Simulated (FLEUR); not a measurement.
A run of FLEUR MaX-R8.1 (patched build s14) is set up as follows.

inp.xml

```xml
<?xml version="1.0" encoding="UTF-8" standalone="no"?>
<fleurInput fleurInputVersion="0.39">
   <comment>
      Te                                                                                                  
   </comment>
   <calculationSetup>
      <cutoffs Kmax="3.8" Gmax="11.8" GmaxXC="11.8" numbands="0"/>
      <scfLoop itmax="60" minDistance="0.00001" maxIterBroyd="15" imix="Anderson" alpha="0.05" precondParam="0.0" spinf="2.0"/>
      <coreElectrons ctail="T" frcor="F" kcrel="0" coretail_lmax="0"/>
      <xcFunctional name="rpbe" relativisticCorrections="F"/>
      <magnetism jspins="1"/>
      <soc l_soc="F" theta="0.0" phi="0.0" spav="F"/>
      <expertModes spex="0" secvar="F"/>
      <geometryOptimization l_f="F" forcealpha="1.0" forcemix="BFGS" epsdisp="0.00001" epsforce="0.00001"/>
      <ldaU l_linMix="F" mixParam="0.05" spinf="1.0"/>
   </calculationSetup>
   <cell>
      <bzIntegration valenceElectrons="66.0" mode="hist" fermiSmearingEnergy="0.00183747">
         <kPointListSelection listName="default-1"/>
         <!-- k-points included here -->
         <xi:include xmlns:xi="http://www.w3.org/2001/XInclude" href="kpts.xml"> </xi:include>
      </bzIntegration>
      <!-- symmetry operations included here -->
      <xi:include xmlns:xi="http://www.w3.org/2001/XInclude" href="sym.xml"> </xi:include>
      <bulkLattice scale="1.0">
         <bravaisMatrix>
            <row-1>    8.4168401589683999     0.0000000000000000     0.0000000000000000</row-1>
            <row-2>   -4.2084200794841999     7.2891973973430435     0.0000000000000000</row-2>
            <row-3>    0.0000000000000000     0.0000000000000000    11.1947375621304008</row-3>
         </bravaisMatrix>
      </bulkLattice>
   </cell>
   <atomSpecies>
      <species name="Tellurium (Te)" element="Te" atomicNumber="52">
         <mtSphere radius="2.51" gridPoints="829" logIncrement="0.016"/>
         <atomicCutoffs lmax="10" lnonsphr="8"/>
         <electronConfig flipSpins="F">
            <coreConfig>(1s1/2) (2s1/2) (2p1/2) (2p3/2) (3s1/2) (3p1/2) (3p3/2) (4s1/2) (3d3/2) (3d5/2)</coreConfig>
            <valenceConfig>(4p1/2) (4p3/2) (5s1/2) (4d3/2) (4d5/2) (5p1/2) (5p3/2)</valenceConfig>
            <stateOccupation state="(5p1/2)" spinUp="0.666667" spinDown="0.666667"/>
            <stateOccupation state="(5p3/2)" spinUp="1.333333" spinDown="1.333333"/>
         </electronConfig>
         <energyParameters s="5" p="5" d="5" f="4"/>
         <lo type="SCLO" l="1" n="4" eDeriv="0"/>
         <lo type="SCLO" l="1" n="4" eDeriv="1"/>
         <lo type="SCLO" l="2" n="4" eDeriv="0"/>
         <lo type="SCLO" l="2" n="4" eDeriv="1"/>
         <lo type="SCLO" l="0" n="5" eDeriv="2"/>
         <lo type="SCLO" l="3" n="4" eDeriv="2"/>
      </species>
   </atomSpecies>
   <atomGroups>
      <atomGroup species="Tellurium (Te)">
         <relPos label="                   1">-.2690000000 -.2690000000 .0000000000</relPos>
         <relPos label="                   2">.0000000000 .2690000000 -1.000/3.000</relPos>
         <relPos label="                   3">.2690000000 .0000000000 1.000/3.000</relPos>
         <force calculate="T" relaxXYZ="TTT"/>
      </atomGroup>
   </atomGroups>
   <output dos="F" band="F" slice="F">
      <checks vchk="F" cdinf="F"/>
      <bandDOS minEnergy="-.5*Htr" maxEnergy="0.5*Htr" sigma="0.015" storeEVData="T"/>
      <vacuumDOS vacdos="F" integ="F" star="F" nstars="0" locx1="0.0" locy1="0.0" locx2="0.0" locy2="0.0" nstm="0" tworkf="0.0"/>
      <unfoldingBand unfoldBand="F" supercellX="1" supercellY="1" supercellZ="1"/>
      <plotting iplot="0" polar="F">
         <plot TwoD="T" vec1="  1.0  0.0  0.0" vec2="  0.0  1.0  0.0" vec3="  0.0  0.0  1.0" zero="  0.0  0.0  0.0" file="plot"/>
      </plotting>
      <chargeDensitySlicing numkpt="0" minEigenval="0.0" maxEigenval="0.0" nnne="0" pallst="F"/>
      <specialOutput eonly="F"/>
      <magneticCircularDichroism mcd="F" energyLo="-10.0" energyUp="0.0"/>
   </output>
  <!-- We include the file relax.xml here to enable relaxations (see documentation) -->
  <xi:include xmlns:xi="http://www.w3.org/2001/XInclude" href="relax.xml"> <xi:fallback/> </xi:include>
</fleurInput>
```

File crystal.txt:

```
Te
&input cartesian=F /
4.4540000000  0.0000000000  0.0000000000
-2.2270000000  3.8572771485  0.0000000000
0.0000000000  0.0000000000  5.9240000000
1.8897261246
1.0 1.0 1.0

3
52 0.7310000000  0.7310000000  0.0000000000
52 0.0000000000  0.2690000000  0.6666666667
52 0.2690000000  0.0000000000  0.3333333333

&kpt div1=7 div2=7 div3=5 gamma=T /
```

File inp.xml (bands):

```
<?xml version="1.0" encoding="UTF-8" standalone="no"?>
<fleurInput fleurInputVersion="0.39">
   <comment>
      Te                                                                                                  
   </comment>
   <calculationSetup>
      <cutoffs Kmax="3.8" Gmax="11.8" GmaxXC="11.8" numbands="0"/>
      <scfLoop itmax="60" minDistance="0.00001" maxIterBroyd="15" imix="Anderson" alpha="0.05" precondParam="0.0" spinf="2.0"/>
      <coreElectrons ctail="T" frcor="F" kcrel="0" coretail_lmax="0"/>
      <xcFunctional name="rpbe" relativisticCorrections="F"/>
      <magnetism jspins="1"/>
      <soc l_soc="F" theta="0.0" phi="0.0" spav="F"/>
      <expertModes spex="0" secvar="F"/>
      <geometryOptimization l_f="F" forcealpha="1.0" forcemix="BFGS" epsdisp="0.00001" epsforce="0.00001"/>
      <ldaU l_linMix="F" mixParam="0.05" spinf="1.0"/>
   </calculationSetup>
   <cell>
      <bzIntegration valenceElectrons="66.0" mode="hist" fermiSmearingEnergy="0.00183747">
         <kPointListSelection listName="path-1"/>
         <!-- k-points included here -->
         <xi:include xmlns:xi="http://www.w3.org/2001/XInclude" href="kpts.xml"> </xi:include>
      </bzIntegration>
      <!-- symmetry operations included here -->
      <xi:include xmlns:xi="http://www.w3.org/2001/XInclude" href="sym.xml"> </xi:include>
      <bulkLattice scale="1.0">
         <bravaisMatrix>
            <row-1>    8.4168401589683999     0.0000000000000000     0.0000000000000000</row-1>
            <row-2>   -4.2084200794841999     7.2891973973430435     0.0000000000000000</row-2>
            <row-3>    0.0000000000000000     0.0000000000000000    11.1947375621304008</row-3>
         </bravaisMatrix>
      </bulkLattice>
   </cell>
   <atomSpecies>
      <species name="Tellurium (Te)" element="Te" atomicNumber="52">
         <mtSphere radius="2.51" gridPoints="829" logIncrement="0.016"/>
         <atomicCutoffs lmax="10" lnonsphr="8"/>
         <electronConfig flipSpins="F">
            <coreConfig>(1s1/2) (2s1/2) (2p1/2) (2p3/2) (3s1/2) (3p1/2) (3p3/2) (4s1/2) (3d3/2) (3d5/2)</coreConfig>
            <valenceConfig>(4p1/2) (4p3/2) (5s1/2) (4d3/2) (4d5/2) (5p1/2) (5p3/2)</valenceConfig>
            <stateOccupation state="(5p1/2)" spinUp="0.666667" spinDown="0.666667"/>
            <stateOccupation state="(5p3/2)" spinUp="1.333333" spinDown="1.333333"/>
         </electronConfig>
         <energyParameters s="5" p="5" d="5" f="4"/>
         <lo type="SCLO" l="1" n="4" eDeriv="0"/>
         <lo type="SCLO" l="1" n="4" eDeriv="1"/>
         <lo type="SCLO" l="2" n="4" eDeriv="0"/>
         <lo type="SCLO" l="2" n="4" eDeriv="1"/>
         <lo type="SCLO" l="0" n="5" eDeriv="2"/>
         <lo type="SCLO" l="3" n="4" eDeriv="2"/>
      </species>
   </atomSpecies>
   <atomGroups>
      <atomGroup species="Tellurium (Te)">
         <relPos label="                   1">-.2690000000 -.2690000000 .0000000000</relPos>
         <relPos label="                   2">.0000000000 .2690000000 -1.000/3.000</relPos>
         <relPos label="                   3">.2690000000 .0000000000 1.000/3.000</relPos>
         <force calculate="T" relaxXYZ="TTT"/>
      </atomGroup>
   </atomGroups>
   <output dos="F" band="T" slice="F">
      <checks vchk="F" cdinf="F"/>
      <bandDOS minEnergy="-.5*Htr" maxEnergy="0.5*Htr" sigma="0.015" storeEVData="T"/>
      <vacuumDOS vacdos="F" integ="F" star="F" nstars="0" locx1="0.0" locy1="0.0" locx2="0.0" locy2="0.0" nstm="0" tworkf="0.0"/>
      <unfoldingBand unfoldBand="F" supercellX="1" supercellY="1" supercellZ="1"/>
      <plotting iplot="0" polar="F">
         <plot TwoD="T" vec1="  1.0  0.0  0.0" vec2="  0.0  1.0  0.0" vec3="  0.0  0.0  1.0" zero="  0.0  0.0  0.0" file="plot"/>
      </plotting>
      <chargeDensitySlicing numkpt="0" minEigenval="0.0" maxEigenval="0.0" nnne="0" pallst="F"/>
      <specialOutput eonly="F"/>
      <magneticCircularDichroism mcd="F" energyLo="-10.0" energyUp="0.0"/>
   </output>
  <!-- We include the file relax.xml here to enable relaxations (see documentation) -->
  <xi:include xmlns:xi="http://www.w3.org/2001/XInclude" href="relax.xml"> <xi:fallback/> </xi:include>
</fleurInput>
```

Potentials or basis: all-electron, FLAPW.

The run is started by

```sh
$ inpgen -f crystal.txt -profile fastHighL
$ # inp.xml edited to the form shown
$ fleur
$ fleur   # second run, on inp.xml (bands)
```

Task: Estimate the band gap along the path.

Result: 0.21 eV, direct.

Levels at the corners of the path, in eV from the valence-band top:
```
point  band 31  band 32  band 33  band 34  band 35  band 36
    Γ    -1.67    -1.67    -0.85     1.03     1.03     1.62
    M    -3.50    -1.02    -0.81     0.87     0.93     3.01
    K    -3.07    -2.93    -2.70     2.89     2.89     3.17
    Γ    -1.67    -1.67    -0.85     1.03     1.03     1.62
    A    -1.33    -1.02    -1.02     0.48     0.52     0.52
    L    -2.45    -2.12    -0.19     0.76     1.97     2.58
    H    -0.96     0.00     0.00     0.21     1.34     1.34
    A    -1.33    -1.02    -1.02     0.48     0.52     0.52
    L    -2.45    -2.12    -0.19     0.76     1.97     2.58
    M    -3.50    -1.02    -0.81     0.87     0.93     3.01
    K    -3.07    -2.93    -2.70     2.89     2.89     3.17
    H    -0.96     0.00     0.00     0.21     1.34     1.34
```

Caveat: spin-orbit coupling is left out, which moves the levels of the heavy elements.
